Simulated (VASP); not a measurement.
# Ru (Fd-3m) in VASP: a series of runs

The runs below take Ru through single point, relaxation of cell and atoms, with BLYP.

All numbers are computed with VASP 6.6.1; they aren't measurements. Logs are shortened: lines on timing, memory, paths and dates and some standing lists are left out, and cuts for length are marked.

## Step 1: Starting point

The structure is cubic, space group Fd-3m (No. 227). The conventional cell has a = 5.538 Å, b = 5.538 Å, c = 5.538 Å, α = 90.00°, β = 90.00°, γ = 90.00°. Around Ru (site symmetry -43m) lie 4 Ru at 2.40 Å.

This isn't the form of Ru at room conditions, which is hcp.

## Step 2: Single point, BLYP

Input file INCAR:

```
SYSTEM = Ru
PREC = Accurate
ENCUT = 520
EDIFF = 1E-6
ISMEAR = -1
SIGMA = 0.1
LREAL = .FALSE.
LASPH = .TRUE.
NELM = 60
ALGO = Fast
ISIF = 2
LWAVE = .FALSE.
LCHARG = .FALSE.
GGA = B5
ALDAX = 1.0
AGGAX = 1.0
AGGAC = 1.0
ALDAC = 0.0
NBANDS = 21
```

Input file KPOINTS:

```
regular mesh
0
G
  16 16 16
  0 0 0
```

Input file POSCAR:

```
Ru
1.0
    0.0000000000      2.7690857250      2.7690857250
    2.7690857250      0.0000000000      2.7690857250
    2.7690857250      2.7690857250      0.0000000000
Ru
2
Direct
    0.1250000000      0.1250000000      0.1250000000
    0.8750000000      0.8750000000      0.8750000000
```

Potentials or basis: VASP PAW PBE potentials, release 64 (Ru_pv).

Run with:

```
cat potpaw_PBE.64/Ru_pv/POTCAR > POTCAR
mpirun -np 1 vasp_std > vasp.out
```

OUTCAR:

```text
SYSTEM = Ru
   PREC = Accurate
   ENCUT = 520
   EDIFF = 1E-6
   ISMEAR = -1
   LREAL = .FALSE.
   LASPH = .TRUE.
   NELM = 60
   ISIF = 2
   GGA = B5

 ion  position               nearest neighbor table
   1  0.125  0.125  0.125-   2 2.40   2 2.40   2 2.40   2 2.40
   2  0.875  0.875  0.875-   1 2.40   1 2.40   1 2.40   1 2.40

  LATTYP: Found a face centered cubic cell.
 ALAT       =     5.5381714500

  Lattice vectors:

 A1 = (   0.0000000000,   2.7690857250,   2.7690857250)
 A2 = (   2.7690857250,   0.0000000000,   2.7690857250)
 A3 = (   2.7690857250,   2.7690857250,   0.0000000000)

Analysis of symmetry for initial positions (statically):
=====================================================================
 Subroutine PRICEL returns:
 Original cell was already a primitive cell.

 Routine SETGRP: Setting up the symmetry group for a
 face centered cubic supercell.

 Subroutine GETGRP returns: Found 48 space group operations
 (whereof 12 operations were pure point group operations)
 out of a pool of 48 trial point group operations.

The static configuration has the point symmetry D_3d.
 The point group associated with its full space group is O_h .

Analysis of symmetry for dynamics (positions and initial velocities):
=====================================================================
 Subroutine PRICEL returns:
 Original cell was already a primitive cell.

 Routine SETGRP: Setting up the symmetry group for a
 face centered cubic supercell.

 Subroutine GETGRP returns: Found 48 space group operations
 (whereof 12 operations were pure point group operations)
 out of a pool of 48 trial point group operations.

The dynamic configuration has the point symmetry D_3d.
 The point group associated with its full space group is O_h .

 Subroutine INISYM returns: Found 48 space group operations
 (whereof 12 operations are pure point group operations),
 and found     1 'primitive' translations

----------------------------------------------------------------------------------------

                                     Primitive cell

  volume of cell :      42.4658

  direct lattice vectors                    reciprocal lattice vectors
     0.000000000  2.769085725  2.769085725    -0.180565013  0.180565013  0.180565013
     2.769085725  0.000000000  2.769085725     0.180565013 -0.180565013  0.180565013
     2.769085725  2.769085725  0.000000000     0.180565013  0.180565013 -0.180565013

  length of vectors
     3.916078588  3.916078588  3.916078588     0.312747777  0.312747777  0.312747777

  position of ions in fractional coordinates (direct lattice)
     0.125000000  0.125000000  0.125000000
     0.875000000  0.875000000  0.875000000

  ion indices of the primitive-cell ions
   primitive index   ion index
                 1           1
                 2           2

----------------------------------------------------------------------------------------

 KPOINTS: regular mesh

Automatic generation of k-mesh.
 Grid dimensions read from file:
 generate k-points for:   16   16   16

 Generating k-lattice:

  Cartesian coordinates                     Fractional coordinates (reciprocal lattice)
    -0.011285313  0.011285313  0.011285313     0.062500000  0.000000000  0.000000000
     0.011285313 -0.011285313  0.011285313     0.000000000  0.062500000  0.000000000
     0.011285313  0.011285313 -0.011285313     0.000000000  0.000000000  0.062500000

  Length of vectors
     0.019546736  0.019546736  0.019546736

  Shift w.r.t. Gamma in fractional coordinates (k-lattice)
     0.000000000  0.000000000  0.000000000

 Subroutine IBZKPT returns following result:
 ===========================================

 Found    145 irreducible k-points:

 Following reciprocal coordinates:
            Coordinates               Weight
  0.000000  0.000000  0.000000      1.000000
  0.062500  0.000000  0.000000      8.000000
  0.125000  0.000000  0.000000      8.000000
  0.187500  0.000000  0.000000      8.000000
  0.250000  0.000000  0.000000      8.000000
  0.312500  0.000000  0.000000      8.000000
[... 16 lines left out ...]
 -0.125000  0.062500  0.000000     24.000000
 -0.062500  0.062500  0.000000     12.000000
 [... further k-points ...]
   k-points           NKPTS =    145   k-points in BZ     NKDIM =    145   number of bands    NBANDS=     21
   number of dos      NEDOS =    301   number of ions     NIONS =      2
   total plane-waves  NPLWV =  27000
   dimension x,y,z NGX =    30 NGY =   30 NGZ =   30
   dimension x,y,z NGXF=    60 NGYF=   60 NGZF=   60
   ions per type =               2
   NGX,Y,Z   is equivalent  to a cutoff of  12.74, 12.74, 12.74 a.u.
   NGXF,Y,Z  is equivalent  to a cutoff of  25.47, 25.47, 25.47 a.u.
 SYSTEM =  Ru
   PREC   = accura    normal or accurate (medium, high low for compatibility)
   ISTART =      0    job   : 0-new  1-cont  2-samecut
   ICHARG =      2    charge: 1-file 2-atom 10-const
   ISPIN  =      1    spin polarized calculation?
   LNONCOLLINEAR =      F non collinear calculations
   LSORBIT =      F    spin-orbit coupling
   LASPH  =      T    aspherical Exc in radial PAW
   ENCUT  =  520.0 eV  38.22 Ry    6.18 a.u.   7.28  7.28  7.28*2*pi/ulx,y,z
   NELM   =     60;   NELMIN=  2; NELMDL= -5     # of ELM steps
   EDIFF  = 0.1E-05   stopping-criterion for ELM
   LREAL  =      F    real-space projection
   EDIFFG = 0.1E-04   stopping-criterion for IOM
   NSW    =      0    number of steps for IOM
   IBRION =     -1    ionic relax: 0-MD 1-quasi-New 2-CG
   NFREE  =      0    steps in history (QN), initial steepest desc. (CG)
   ISIF   =      2    stress and relaxation
   ISYM   =      2    0-nonsym 1-usesym 2-fastsym
   POTIM  = 0.5000    time-step for ionic-motion
   TEBEG  =    0.0;   TEEND  =   0.0 temperature during run
   PSTRESS=    0.0 pullay stress
   NELECT =      28.0000    total number of electrons
   NUPDOWN=      -1.0000    fix difference up-down
   EMIN   =  10.00;   EMAX   =-10.00  energy-range for DOS
   EFERMI =   0.00;   METHOD = LEGACY
   ISMEAR =    -1;   SIGMA  =   0.10  broadening in eV -4-tet -1-fermi 0-gaus
   EFERMI_NEDOS =   21; number of points for ismear=-14 and -15
   IALGO  =     68    algorithm
   IMIX   =      4    mixing-type and parameters
     AMIX     =   0.40;   BMIX     =  1.00
     AMIX_MAG =   1.60;   BMIX_MAG =  1.00
  volume/ion in A,a.u.               =      21.23       143.29
  Fermi-wavevector in a.u.,A,eV,Ry     =   1.424889  2.692650 27.624036  2.030309
  Thomas-Fermi vector in A             =   2.545332
   LORBIT       =      0    0 simple, 1 ext, 2 COOP (PROOUT), +10 PAW based schemes
   GGA     = B5    functional components
   LHFCALC =     F    Hartree Fock is set to
   AEXX    =    0.0000 exact exchange contribution
   IVDW    =     0    specifies the selected vdW correction
   LEPSILON=     F    determine dielectric tensor
   LRPA    =     F    only Hartree local field effects (RPA)
 non-spin polarized calculation
 RMM-DIIS sequential band-by-band and
  energy-cutoff  :      520.00
  volume of cell :       42.47
 maximum number of plane-waves:      1169
 NGX is ok and might be reduce to    30
   NGX = 15   NGY = 15   NGZ = 15

 number of electron      28.0000005 magnetization

 Free energy of the ion-electron system (eV)
  ---------------------------------------------------
  ext. energy  EPLUGINS =         0.00000000
  ---------------------------------------------------
  free energy    TOTEN  =       -14.41764089 eV

  energy without entropy =      -14.35178090  energy(sigma->0) =      -14.38471090

 E-fermi :   6.9854     XC(G=0): -10.4509

 val. band max:        6.9742870649   @ k =   0.4375   0.0625   0.0000
 cond. band min:       6.9896731305   @ k =   0.3125   0.1250   0.0000
 fundamental gap:      0.0153860657
 Fermi energy:         6.9854476688

 k-point     1 :       0.0000    0.0000    0.0000
  band No.  band energies     occupation
      1     -35.9144      2.00000
      2     -35.9144      2.00000
      3     -35.9144      2.00000
      4     -35.1395      2.00000
      5     -35.1395      2.00000
      6     -35.1395      2.00000
[... 13 lines left out ...]
     20      20.0274      0.00000
     21      20.0502      0.00000

 k-point     2 :       0.0625    0.0000    0.0000
  band No.  band energies     occupation
      1     -35.9179      2.00000
      2     -35.9179      2.00000
      3     -35.9136      2.00000
      4     -35.1405      2.00000
      5     -35.1358      2.00000
      6     -35.1358      2.00000
[... 13 lines left out ...]
     20      19.8015      0.00000
     21      19.8552      0.00000

 k-point     3 :       0.1250    0.0000    0.0000
  band No.  band energies     occupation
      1     -35.9278      2.00000
      2     -35.9278      2.00000
      3     -35.9117      2.00000
      4     -35.1435      2.00000
      5     -35.1255      2.00000
      6     -35.1255      2.00000
[... 13 lines left out ...]
     20      19.4106      0.00000
     21      19.4265      0.00000

 k-point     4 :       0.1875    0.0000    0.0000
  band No.  band energies     occupation
      1     -35.9421      2.00000
      2     -35.9421      2.00000
      3     -35.9088      2.00000
      4     -35.1477      2.00000
      5     -35.1105      2.00000
      6     -35.1105      2.00000
[... 13 lines left out ...]
     20      18.8575      0.00000
     21      18.8576      0.00000

 k-point     5 :       0.2500    0.0000    0.0000
  band No.  band energies     occupation
      1     -35.9584      2.00000
      2     -35.9584      2.00000
      3     -35.9056      2.00000
      4     -35.1526      2.00000
      5     -35.0934      2.00000
      6     -35.0934      2.00000
[... 13 lines left out ...]
     20      18.2820      0.00000
     21      18.2820      0.00000
[... 382 lines left out ...]
     20      18.1956      0.00000
     21      18.6489      0.00000

 k-point    22 :      -0.1875    0.0625    0.0000
  band No.  band energies     occupation
      1     -35.9647      2.00000
      2     -35.9440      2.00000
      3     -35.8965      2.00000
      4     -35.1605      2.00000
      5     -35.1084      2.00000
      6     -35.0876      2.00000
[... 13 lines left out ...]
     20      18.5829      0.00000
     21      19.3995      0.00000

 k-point    23 :      -0.1250    0.0625    0.0000
  band No.  band energies     occupation
      1     -35.9462      2.00000
      2     -35.9300      2.00000
      3     -35.9030      2.00000
      4     -35.1528      2.00000
      5     -35.1231      2.00000
      6     -35.1066      2.00000
[... 13 lines left out ...]
     20      17.9308      0.00000
     21      19.1284      0.00000

 k-point    24 :      -0.0625    0.0625    0.0000
  band No.  band energies     occupation
      1     -35.9297      2.00000
      2     -35.9207      2.00000
      3     -35.9090      2.00000
      4     -35.1458      2.00000
      5     -35.1328      2.00000
      6     -35.1236      2.00000
[... 13 lines left out ...]
     20      18.6075      0.00000
     21      19.7610      0.00000

 [... further k-points ...]

------------------------ aborting loop because EDIFF is reached ----------------------------------------

  FORCE on cell =-STRESS in cart. coord.  units (eV):
  Direction    XX          YY          ZZ          XY          YZ          ZX
  --------------------------------------------------------------------------------------
  -------------------------------------------------------------------------------------
  Total        0.1589695      0.1589695      0.1589695     -0.0000000     -0.0000000     -0.0000000
  in kB        5.9977065      5.9977065      5.9977065     -0.0000000     -0.0000000     -0.0000000
  external PRESSURE =       5.9977065 kB  Pullay stress =       0.0000000 kB

 VOLUME and BASIS-vectors are now :
 -----------------------------------------------------------------------------
  energy-cutoff  :      520.00
  volume of cell :       42.47
      direct lattice vectors                 reciprocal lattice vectors
     0.000000000  2.769085725  2.769085725    -0.180565013  0.180565013  0.180565013
     2.769085725  0.000000000  2.769085725     0.180565013 -0.180565013  0.180565013
     2.769085725  2.769085725  0.000000000     0.180565013  0.180565013 -0.180565013

 POSITION                                       TOTAL-FORCE (eV/Angst)
 -----------------------------------------------------------------------------------
      0.69227      0.69227      0.69227        -0.000000     -0.000000     -0.000000
      4.84590      4.84590      4.84590         0.000000      0.000000      0.000000
 -----------------------------------------------------------------------------------
    total drift:                               -0.000000      0.000000      0.000000

  FREE ENERGIE OF THE ION-ELECTRON SYSTEM (eV)
  ---------------------------------------------------
  free  energy   TOTEN  =       -14.4176408933 eV

  energy  without entropy=      -14.3517809006  energy(sigma->0) =      -14.38471090
```

Run time: 86 s. Hardware: 1 thread of Intel Xeon Platinum 8488C (Sapphire Rapids), shared host; peak memory 0.23 GiB.

Results:

```yaml
Free_energy: -14.4176 eV
Pressure: 0.6 GPa
Band_gap_on_the_k_mesh: none (metal or under the smearing width)
```

Caveat: the PAW data sets were made with another functional, which shifts forces and pressure a little.

[end of part 1 of 3]
